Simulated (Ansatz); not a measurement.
# Ge (I4/mmm) in Ansatz: a series of runs

One crystal, Ge, is run at these levels: r2SCAN0; tasks: single point, equation of state.

All numbers are computed with Ansatz 0.2.0; they aren't measurements. Logs are shortened: lines on timing, memory, paths and dates and some standing lists are left out, and cuts for length are marked.

### Step 1. The structure

The structure is tetragonal, space group I4/mmm (No. 139). Conventional cell: a = 3.217 Å, b = 3.217 Å, c = 3.746 Å, α = 90.00°, β = 90.00°, γ = 90.00°. Around Ge (site symmetry 4/mmm) lie 12 Ge at 2.95 to 3.22 Å.

The cell was built by a generator and needn't be a form met in nature.

### Step 2. Single point, r2SCAN0, 18.22 Å³/atom (volume scaled by 0.94)

File input.yaml:

```yaml
crystal:
  lattice:
    - [-1.575585889, 1.575585889, 1.8349411071]
    - [1.575585889, -1.575585889, 1.8349411071]
    - [1.575585889, 1.575585889, -1.8349411071]
  atoms:
    - { symbol: Ge, position: [0.5, 0.5, 0.0] }
hamiltonian:
  xc: r2scan0
  pseudopotentials: { kind: paw }
kpoints:
  mp_grid: { grid: [6, 6, 6] }
scf:
  occupations: { method: fermi_dirac, width: 0.05 }
output:
  forces: true
  stress: true
  eigenvalues: true
```

Potentials or basis: Ansatz PAW.

On the command line:

```bash
> ansatz run input.yaml --threads 2 --pin off --max-ram 5632MiB --backend cpu --events-out ev --progress --plain --runs-dir out
```

Standard output:

```text
Warning: output.stress: scf.convergence.dr2_threshold = 1e-7 eV (the SCF's general default) is looser than the 1e-10 eV advised for a printed stress (1e-10 eV for each atom of the cell: 1). What an SCF threshold leaves in a stress goes as its square root, and in the free energy as the threshold itself, and one threshold admits the most on a small cell: of the crystals measured, under no hybrid functional and no lock of the moments, on runs that ended without the residual-converged pass, on stresses that held no estimate of that error, the worst erred by over 100 MPa in a component at 1e-7 eV an atom and by under 5 at 1e-10. Set scf.convergence.dr2_threshold to 1e-10 eV or tighter. The threshold is an SCF's pass mark: one that does not reach it within its budget of iterations ends unconverged, or closes short of it on a stop that the run arms, and scf.convergence.dr2_threshold's page says what that costs each kind of run
Warning: output.stress: scf.exx.energy_threshold = 1e-6 eV is looser than the 1e-8 eV advised for a stress under a hybrid functional (1e-8 eV for each atom of the cell: 1). Every SCF of the exchange loop can meet its threshold on dr2 while the loop round them stops early: no threshold on dr2 bounds what that leaves in the stress. Set scf.exx.energy_threshold to 1e-8 eV or tighter. The threshold is the loop's pass mark: a loop that does not reach it within its budget of cycles ends unconverged, and scf.exx.energy_threshold's page has the law
Warning: RAYON_NUM_THREADS=2 ignored (pool sized by the plan → 2); use --threads N
Engine: ansatz 0.2.0, x86_64-unknown-linux-gnu
Pseudopotentials: kind: paw
Pseudopotential: Ge, paw, valence charge 14, recommended cutoff 500 eV (meta_gga), Ge.paw.azcp
Functional definition: r2SCAN0
  parameter a = 0.25
  parameter k0 = 0.174
  parameter k1 = 0.065
  parameter a1 = 4.9479
  exchange = (1 - a)*r2scan_x(k0 = k0, k1 = k1, a1 = a1) + a*exact_x
  correlation = r2scan_c
Crystal: 1 atoms, lattice volume = 18.221 Å³
Basis set: ecut = 500 eV, 471 PW (Γ), exchange–correlation on 96×96×96 points (64 copies of the dense FFT grid, shifted against one another)
Bands: 11, of which v1, the nominal top of the filled ones, is band 7 counted from 1 (6 counted from 0)
Symmetry: 16 space group operations
Space group: I4/mmm (ITA 139), of the structure as read, at distance tolerance 2.6e-5 Å
k-points: 30 of 216
Non-local potential: Ge, projectors of the file, l = 0: 2, l = 1: 2, l = 2: 3, l = 3: 1
PAW form: soft (Blöchl's): semilocal exchange-correlation on the pseudo side does not see the compensation charge
PAW frozen core: Ge, regenerated for the run's functional, and the local potential with it (the file was generated under x = pbe(κ = 0.804, μ = 0.2195149727645171), c = pbe(β = 0.06672455060314922))
PAW one-centre angular grid: Ge, 590 points (default); XC on 160 Gauss nodes
Initial density: superposition of atomic densities (neutral atoms: chi_scale 0, normalization atom), corrected by the library's trained network
Initial wavefunctions: pseudopotential atomic-orbital guess
Functional: x = r2scan, c = r2scan; τ floored in thin density (d = 2e-4 eV/Å³), warm-up for x = 0.75 r2scan + 0.25 exact, c = r2scan; τ floored in thin density (d = 2e-4 eV/Å³)
SCF iter   1: F=—  HF=-4302.280904 eV  |F-HF|=—  |Δ(HF+E_count)|=         —  Δρ=6.92e-3  dr2=3.21e-3  dr2_τ=4.43e-4  ethr=1.77e-3  ⟨swp⟩=7.1  Hψ=1344  notcnv=0
preconditioner: auto → none  [insulator: Δε(μ)=0.300 eV  Ē_g=28.479 eV  σ=0.050 eV  W_gap=0.74  n_scr=0 (ndim 8)  ℏωp=32.5 eV  f_vac=0.000  D(μ)=0.44/eV (n_scr^D=0)]
SCF iter   2: F=—  HF=-4302.289209 eV  |F-HF|=—  |Δ(HF+E_count)|=   8.30e-3  Δρ=1.74e-3  dr2=3.26e-4  dr2_τ=9.35e-6  ethr=2.29e-5  ⟨swp⟩=3.6  Hψ=927  notcnv=0
SCF iter   3: F=—  HF=-4302.289589 eV  |F-HF|=—  |Δ(HF+E_count)|=   3.80e-4  Δρ=1.06e-3  dr2=1.10e-4  dr2_τ=2.05e-6  ethr=2.33e-6  ⟨swp⟩=3.0  Hψ=598  notcnv=0
iter 4 solved again at ethr=5.07e-9 eV; its pass at ethr=7.87e-7 eV (dr2=7.10e-7 eV) is discarded
SCF iter   4: F=—  HF=-4302.289783 eV  |F-HF|=—  |Δ(HF+E_count)|=   1.94e-4  Δρ=8.50e-5  dr2=8.30e-7  dr2_τ=1.58e-8  ethr=5.07e-9  ⟨swp⟩=4.0  Hψ=1449  notcnv=0
SCF iter   5: F=—  HF=-4302.289784 eV  |F-HF|=—  |Δ(HF+E_count)|=   1.24e-6  Δρ=8.31e-6  dr2=7.39e-9  dr2_τ=2.76e-10  ethr=5.07e-9  ⟨swp⟩=3.0  Hψ=604  notcnv=0
SCF iter   6: F=-4302.289784 eV  HF=-4302.289784 eV  |F-HF|=1.48e-9  |Δ(HF+E_count)|=   2.48e-8  Δρ=2.20e-6  dr2=4.64e-10  dr2_τ=1.48e-11  ethr=5.28e-11  ⟨swp⟩=4.0  Hψ=880  notcnv=0
SCF 1 converged in 6 iterations: F = -4302.289784 eV  dr2 = 4.64e-10
Initial density: handed on by an earlier stage of this run
Initial wavefunctions: those handed on with the density
Functional: x = 0.75 r2scan + 0.25 exact, c = r2scan; τ floored in thin density (d = 2e-4 eV/Å³)
Frozen-core exchange: fock
iter 1 solved again at ethr=2.83e-5 eV; its pass at ethr=1.00e-1 eV (dr2=3.96e-3 eV) is discarded
SCF iter   1: F=—  HF=-4301.245067 eV  |F-HF|=—  |Δ(HF+E_count)|=         —  Δρ=9.27e-3  dr2=5.80e-3  dr2_τ=9.62e-5  ethr=2.83e-5  ⟨swp⟩=4.1  Hψ=1751  notcnv=0
preconditioner: auto → none  [insulator: Δε(μ)=0.664 eV  Ē_g=32.247 eV  σ=0.050 eV  W_gap=0.64  n_scr=0 (ndim 8)  ℏωp=32.5 eV  f_vac=0.000  D(μ)=0.40/eV (n_scr^D=0)]
SCF iter   2: F=—  HF=-4301.241140 eV  |F-HF|=—  |Δ(HF+E_count)|=   3.93e-3  Δρ=2.68e-3  dr2=1.10e-3  dr2_τ=1.06e-5  ethr=2.83e-5  ⟨swp⟩=3.0  Hψ=854  notcnv=0
[... 5 lines left out ...]
SCF 2 converged in 7 iterations: F = -4301.244445 eV  dr2 = 2.41e-9
hybrid outer 1: dexx = +4.151e-3 eV, tail = 2.08e-3 eV
Frozen-core exchange: fock
[... 1 line left out ...]
preconditioner: auto → none  [insulator: Δε(μ)=0.272 eV  Ē_g=32.120 eV  σ=0.050 eV  W_gap=0.71  n_scr=0 (ndim 8)  ℏωp=32.5 eV  f_vac=0.000  D(μ)=0.16/eV (n_scr^D=0)]
SCF iter   2: F=—  HF=-4301.245678 eV  |F-HF|=—  |Δ(HF+E_count)|=   3.29e-7  Δρ=7.98e-5  dr2=1.92e-4  dr2_τ=3.43e-9  ethr=8.38e-8  ⟨swp⟩=3.0  Hψ=594  notcnv=0
SCF iter   3: F=-4301.246311 eV  HF=-4301.246311 eV  |F-HF|=4.12e-8  |Δ(HF+E_count)|=   6.33e-4  Δρ=6.67e-5  dr2=1.37e-6  dr2_τ=1.21e-9  ethr=4.84e-9  ⟨swp⟩=3.4  Hψ=767  notcnv=0
SCF 3 stopped early in 3 iterations: F = -4301.246311 eV  dr2 = 1.37e-6
hybrid outer 2: dexx = +6.961e-4 eV, tail = 3.81e-4 eV, Δε = 2.08e-1 eV (about 8.85e-3 eV left of the loop's levels)
Frozen-core exchange: fock
SCF iter   1: F=—  HF=-4301.246200 eV  |F-HF|=—  |Δ(HF+E_count)|=         —  Δρ=2.38e-5  dr2=4.66e-6  dr2_τ=7.46e-10  ethr=1.13e-7  ⟨swp⟩=3.3  Hψ=789  notcnv=0
preconditioner: auto → none  [insulator: Δε(μ)=0.447 eV  Ē_g=32.117 eV  σ=0.050 eV  W_gap=0.75  n_scr=0 (ndim 8)  ℏωp=32.5 eV  f_vac=0.000  D(μ)=0.14/eV (n_scr^D=0)]
SCF iter   2: F=—  HF=-4301.246200 eV  |F-HF|=—  |Δ(HF+E_count)|=   2.54e-8  Δρ=4.83e-6  dr2=4.60e-6  dr2_τ=1.02e-10  ethr=3.86e-10  ⟨swp⟩=4.0  Hψ=799  notcnv=0
SCF iter   3: F=—  HF=-4301.246335 eV  |F-HF|=—  |Δ(HF+E_count)|=   1.35e-4  Δρ=1.89e-5  dr2=5.84e-8  dr2_τ=2.70e-10  ethr=1.48e-11  ⟨swp⟩=4.6  Hψ=1131  notcnv=0
SCF iter   4: F=—  HF=-4301.246335 eV  |F-HF|=—  |Δ(HF+E_count)|=   1.14e-8  Δρ=1.86e-6  dr2=1.43e-8  dr2_τ=2.65e-11  ethr=1.48e-11  ⟨swp⟩=4.0  Hψ=784  notcnv=0
SCF iter   5: F=—  HF=-4301.246335 eV  |F-HF|=—  |Δ(HF+E_count)|=  1.61e-10  Δρ=2.78e-7  dr2=1.39e-8  dr2_τ=9.54e-13  ethr=1.97e-12  ⟨swp⟩=3.2  Hψ=756  notcnv=0
SCF iter   6: F=-4301.246335 eV  HF=-4301.246335 eV  |F-HF|=3.32e-10  |Δ(HF+E_count)|=   1.50e-7  Δρ=2.81e-6  dr2=1.17e-9  dr2_τ=5.33e-12  ethr=1.00e-12  ⟨swp⟩=4.3  Hψ=957  notcnv=0
SCF 4 converged in 6 iterations: F = -4301.246335 eV  dr2 = 1.17e-9
  Residual-converged pass: ⟨swp⟩=1.3  Hψ=341  notcnv=0  max |occ|·‖R‖ = 2.4e-6 eV (tolerance 2.4e-6 eV)  dr2=1.17e-9  dr2_τ=5.33e-12  dr2_onsite=5.05e-11  max |Δocc| = 6.3e-17
hybrid outer 3: dexx = +5.030e-8 eV, tail = 1.41e-7 eV, Δε = 1.56e-2 eV (about 1.16e-3 eV left of the loop's levels)
Frozen-core exchange: fock
SCF iter   1: F=—  HF=-4301.246335 eV  |F-HF|=—  |Δ(HF+E_count)|=         —  Δρ=3.13e-6  dr2=1.40e-9  dr2_τ=6.27e-12  ethr=9.52e-10  ⟨swp⟩=3.1  Hψ=694  notcnv=0
preconditioner: auto → none  [insulator: Δε(μ)=0.448 eV  Ē_g=32.118 eV  σ=0.050 eV  W_gap=0.75  n_scr=0 (ndim 8)  ℏωp=32.5 eV  f_vac=0.000  D(μ)=0.14/eV (n_scr^D=0)]
SCF iter   2: F=-4301.246335 eV  HF=-4301.246335 eV  |F-HF|=0.00e0  |Δ(HF+E_count)|=  3.56e-10  Δρ=8.65e-8  dr2=2.36e-12  dr2_τ=3.66e-14  ethr=9.99e-12  ⟨swp⟩=2.3  Hψ=548  notcnv=0
SCF 5 converged in 2 iterations: F = -4301.246335 eV  dr2 = 2.36e-12
  Residual-converged pass: ⟨swp⟩=2.5  Hψ=549  notcnv=0  max |occ|·‖R‖ = 2.4e-6 eV (tolerance 2.4e-6 eV)  dr2=2.08e-12  dr2_τ=2.98e-14  dr2_onsite=1.03e-12  max |Δocc| = 9.3e-15
hybrid outer 4: dexx = +1.066e-11 eV, tail = 5.75e-12 eV, Δε = 4.44e-5 eV (about 1.13e-5 eV left of the loop's levels), ΔF = 3.82e-29 eV/Å (tail inf)
hybrid SCF converged: 4 outer / 18 inner (+6 warm-up), last move |dexx| = 1.07e-11 eV, tail = 5.75e-12 eV
Stability not checked: this state was not tested for a lower state beside it, because the functional holds exact exchange (a hybrid, or Hartree-Fock), whose exchange loop this test does not read (fock_operator; see scf.lower_state_search)
Free energy (F): -4301.246335 eV
Frozen-core exchange: fock
Harris-Foulkes:  -4301.246335 eV  (|F-HF|=0.00e0)
Internal energy: -4301.245274 eV  (E = F + TS)
E sigma→0 (E₀):  -4301.245804 eV
Entropy (-TS):   -0.001061 eV (-1.061 meV/atom)
Fermi energy:    11.679241 eV
--- Per-component energies (eV) ---
  E_band       = -155.807543
  E_kinetic    = 109.486515
  E_local      = -2101.520863  (includes V_loc(G=0)·N_el)
  E_nonlocal   = 416.914859
  E_hartree    = 922.225192
  E_xc         = -53.874857
  E_vxc        = -52.599819  (∫ρ·V_xc dr)
  E_exx        = -60.000230  (= α·E_x^exact, valence–valence)
  E_paw        = -1984.564346  (= ΣΔE_a)
  E_vpaw       = -255.355985  (= ΣTr[D̂ρ^β])
  E_aug_tail   = 0.000017  (compensation charges beyond the density's cutoff)
  E_vtau       = 2.817778  (kinetic-family band-sum trace: ∫τ·v_τ [+ j·A + Jᵃ·Aᵃ] dr)
  E_ewald      = -1548.784139
  E_core_change = -1.127423  (= ΣΔE_core)
  E_smearing   = -0.001061  (= −TS)
  E_closure    = 0.000002  (closes the sum)
  Σ components = -4301.246335   (vs F -4301.246335, Δ=0.00e0)
--- Forces (eV/Å), atoms counted from 1 ---
  atom   1  Ge     0.00000000     0.00000000     0.00000000
  max |Σ_I F_I| component: 3.79e-29 eV/Å
--- Stress (GPa, compression-positive) ---
        6.449370      -0.000000       0.000000
       -0.000000       6.449370      -0.000000
        0.000000       0.000000      -6.474671
  P = ⅓ Tr σ = 2.1414 GPa (21.414 kbar)
--- Band table (eV; the first three rows and the last of 30) ---
  k-point 0: bands = ["-17.5822", "-17.5822", "-17.5528", "-17.5124", "-17.4696", "-4.5319", "22.5249", "22.9503", "22.9503", "27.5924", "27.5924"]
  k-point 1: bands = ["-17.5948", "-17.5528", "-17.5420", "-17.5033", "-17.4739", "-3.5652", "19.0754", "19.6995", "20.9229", "24.1282", "25.1758"]
  k-point 2: bands = ["-17.6202", "-17.5707", "-17.4847", "-17.4683", "-17.4602", "-0.6691", "11.1759", "16.8966", "18.5816", "21.6147", "22.0552"]
  k-point 29: bands = ["-17.6164", "-17.5916", "-17.4526", "-17.4321", "-17.4321", "7.9027", "8.0546", "12.7716", "12.7716", "17.0888", "17.6591"]
```

Wall time 21 s (2 threads of Intel Xeon at 2.70GHz, shared host); peak memory 0.78 GiB.

Results:

```
Free energy            : -4301.2463 eV
Pressure               : 2.1 GPa
Band gap on the k mesh : none (metal or under the smearing width)
```

Caveat: the k mesh is coarse (spacing up to 0.47 Å⁻¹), so the values aren't converged, least of all with exact exchange; the PAW data sets come from PBE, with cores solved anew for the run's functional, which leaves a small shift of forces and pressure; the thresholds are loose for stress.

### Step 3. Single point, r2SCAN0, 18.61 Å³/atom (volume scaled by 0.96)

File input.yaml:

```yaml
crystal:
  lattice:
    - [-1.5866819298, 1.5866819298, 1.8478636534]
    - [1.5866819298, -1.5866819298, 1.8478636534]
    - [1.5866819298, 1.5866819298, -1.8478636534]
  atoms:
    - { symbol: Ge, position: [0.5, 0.5, 0.0] }
hamiltonian:
  xc: r2scan0
  pseudopotentials: { kind: paw }
kpoints:
  mp_grid: { grid: [6, 6, 6] }
scf:
  occupations: { method: fermi_dirac, width: 0.05 }
output:
  forces: true
  stress: true
  eigenvalues: true
  write_density: true
  write_potential: true
  elf: true
  volumetric_format: npy
```

Potentials or basis: Ansatz PAW.

On the command line:

```bash
> ansatz run input.yaml --threads 2 --pin off --max-ram 5632MiB --backend cpu --events-out ev --progress --plain --runs-dir out
```

Wall time 19 s (2 threads of Intel Xeon at 2.70GHz, shared host); peak memory 0.79 GiB.

It converged, with:

| Property | Result |
| --- | --- |
| Free energy | -4301.2493 eV |
| Pressure | 0.3 GPa |
| Band gap on the k mesh | none (metal or under the smearing width) |

Caveat: the k mesh is coarse (spacing up to 0.47 Å⁻¹), so the values aren't converged, least of all with exact exchange; the PAW data sets come from PBE, with cores solved anew for the run's functional, which leaves a small shift of forces and pressure; the thresholds are loose for stress.

### Step 4. Single point, r2SCAN0, 19.00 Å³/atom (volume scaled by 0.98)

File input.yaml:

```yaml
crystal:
  lattice:
    - [-1.5976249096, 1.5976249096, 1.8606079433]
    - [1.5976249096, -1.5976249096, 1.8606079433]
    - [1.5976249096, 1.5976249096, -1.8606079433]
  atoms:
    - { symbol: Ge, position: [0.5, 0.5, 0.0] }
hamiltonian:
  xc: r2scan0
  pseudopotentials: { kind: paw }
kpoints:
  mp_grid: { grid: [6, 6, 6] }
scf:
  occupations: { method: fermi_dirac, width: 0.05 }
output:
  forces: true
  stress: true
  eigenvalues: true
```

On the command line:

```bash
> ansatz run input.yaml --threads 2 --pin off --max-ram 5632MiB --backend cpu --events-out ev --progress --plain --runs-dir out
```

It took 20 s on 2 threads of Intel Xeon at 2.70GHz, shared host; peak memory 0.79 GiB.

It converged, with:

* Free energy: -4301.2481 eV
* Pressure: -1.3 GPa
* Band gap on the k mesh: none (metal or under the smearing width)

Caveat: the k mesh is coarse (spacing up to 0.46 Å⁻¹), so the values aren't converged, least of all with exact exchange; the PAW data sets come from PBE, with cores solved anew for the run's functional, which leaves a small shift of forces and pressure; the thresholds are loose for stress.

### Step 5. Single point, r2SCAN0, 19.38 Å³/atom

Edit input.yaml of step 4 so:

```diff
@@ -2,5 +2,5 @@
   lattice:
-    - [-1.5976249096, 1.5976249096, 1.8606079433]
-    - [1.5976249096, -1.5976249096, 1.8606079433]
-    - [1.5976249096, 1.5976249096, -1.8606079433]
+    - [-1.60842, 1.60842, 1.87318]
+    - [1.60842, -1.60842, 1.87318]
+    - [1.60842, 1.60842, -1.87318]
   atoms:
```

On the command line:

```bash
> ansatz run input.yaml --threads 2 --pin off --max-ram 5632MiB --backend cpu --events-out ev --progress --plain --runs-dir out
```

It took 21 s on 2 threads of Intel Xeon at 2.70GHz, shared host; peak memory 0.8 GiB.

Results (log left out):

```yaml
Free_energy: -4301.2433 eV
Pressure: -2.6 GPa
Band_gap_on_the_k_mesh: none (metal or under the smearing width)
```

Caveat: the k mesh is coarse (spacing up to 0.46 Å⁻¹), so the values aren't converged, least of all with exact exchange; the PAW data sets come from PBE, with cores solved anew for the run's functional, which leaves a small shift of forces and pressure; the thresholds are loose for stress.

### Step 6. Single point, r2SCAN0, 19.77 Å³/atom (volume scaled by 1.02)

File input.yaml:

```yaml
crystal:
  lattice:
    - [-1.6190720985, 1.6190720985, 1.8855855271]
    - [1.6190720985, -1.6190720985, 1.8855855271]
    - [1.6190720985, 1.6190720985, -1.8855855271]
  atoms:
    - { symbol: Ge, position: [0.5, 0.5, 0.0] }
hamiltonian:
  xc: r2scan0
  pseudopotentials: { kind: paw }
kpoints:
  mp_grid: { grid: [6, 6, 6] }
scf:
  occupations: { method: fermi_dirac, width: 0.05 }
output:
  forces: true
  stress: true
  eigenvalues: true
  write_density: true
  write_potential: true
  elf: true
  volumetric_format: npy
```

Potentials or basis: Ansatz PAW.

On the command line:

```bash
> ansatz run input.yaml --threads 2 --pin off --max-ram 5632MiB --backend cpu --events-out ev --progress --plain --runs-dir out
```

It took 23 s on 2 threads of Intel Xeon at 2.70GHz, shared host; peak memory 0.77 GiB.

The run converged. Its results:

```
Free energy            : -4301.2356 eV
Pressure               : -3.8 GPa
Band gap on the k mesh : none (metal or under the smearing width)
```

Caveat: the k mesh is coarse (spacing up to 0.46 Å⁻¹), so the values aren't converged, least of all with exact exchange; the PAW data sets come from PBE, with cores solved anew for the run's functional, which leaves a small shift of forces and pressure; the thresholds are loose for stress.

### Step 7. Single point, r2SCAN0, 20.16 Å³/atom (volume scaled by 1.04)

File input.yaml:

```yaml
crystal:
  lattice:
    - [-1.6295858483, 1.6295858483, 1.897829932]
    - [1.6295858483, -1.6295858483, 1.897829932]
    - [1.6295858483, 1.6295858483, -1.897829932]
  atoms:
    - { symbol: Ge, position: [0.5, 0.5, 0.0] }
hamiltonian:
  xc: r2scan0
  pseudopotentials: { kind: paw }
kpoints:
  mp_grid: { grid: [6, 6, 6] }
scf:
  occupations: { method: fermi_dirac, width: 0.05 }
output:
  forces: true
  stress: true
  eigenvalues: true
```

On the command line:

```bash
> ansatz run input.yaml --threads 2 --pin off --max-ram 5632MiB --backend cpu --events-out ev --progress --plain --runs-dir out
```

Run time: 21 s. Hardware: 2 threads of Intel Xeon at 2.70GHz, shared host; peak memory 0.77 GiB.

The run converged. Its results:

- Free energy: -4301.2251 eV
- Pressure: -4.9 GPa
- Band gap on the k mesh: none (metal or under the smearing width)

Caveat: the k mesh is coarse (spacing up to 0.45 Å⁻¹), so the values aren't converged, least of all with exact exchange; the PAW data sets come from PBE, with cores solved anew for the run's functional, which leaves a small shift of forces and pressure; the thresholds are loose for stress.

### Step 8. Single point, r2SCAN0, 20.55 Å³/atom (volume scaled by 1.06)

Edit input.yaml of step 7 so:

```diff
@@ -2,5 +2,5 @@
   lattice:
-    - [-1.6295858483, 1.6295858483, 1.897829932]
-    - [1.6295858483, -1.6295858483, 1.897829932]
-    - [1.6295858483, 1.6295858483, -1.897829932]
+    - [-1.6399656558, 1.6399656558, 1.9099183467]
+    - [1.6399656558, -1.6399656558, 1.9099183467]
+    - [1.6399656558, 1.6399656558, -1.9099183467]
   atoms:
```

On the command line:

```bash
> ansatz run input.yaml --threads 2 --pin off --max-ram 5632MiB --backend cpu --events-out ev --progress --plain --runs-dir out
```

Wall time 21 s (2 threads of Intel Xeon at 2.70GHz, shared host); peak memory 0.85 GiB.

It converged, with:

```yaml
Free_energy: -4301.2119 eV
Pressure: -6.0 GPa
Band_gap_on_the_k_mesh: none (metal or under the smearing width)
```

Caveat: the k mesh is coarse (spacing up to 0.45 Å⁻¹), so the values aren't converged, least of all with exact exchange; the PAW data sets come from PBE, with cores solved anew for the run's functional, which leaves a small shift of forces and pressure; the thresholds are loose for stress.

### Step 9. Equation of state, r2SCAN0

Potentials or basis: Ansatz PAW.

This step only gathers the single runs of the series.

Results:

* Equilibrium volume: 18.68 Å³/atom
* Bulk modulus at fixed shape and positions: 77 GPa
* Pressure derivative of the bulk modulus: 4.6 (rough: it moves with the points fitted)

Energy against volume, from the lowest point:
```
volume (Å³/atom)  energy (meV/atom)
          18.221               2.96
          18.608               0.00
          18.996               1.21
          19.384               6.04
          19.771              13.65
          20.159              24.19
          20.547              37.43
```

Caveat: the k mesh is coarse (spacing up to 0.46 Å⁻¹), so the values aren't converged, least of all with exact exchange; the cell was scaled at fixed shape and fractional positions, which overstates the stiffness of a crystal with free parameters, most of all of layers and chains; the PAW data sets were made with another functional, which shifts forces and pressure a little.
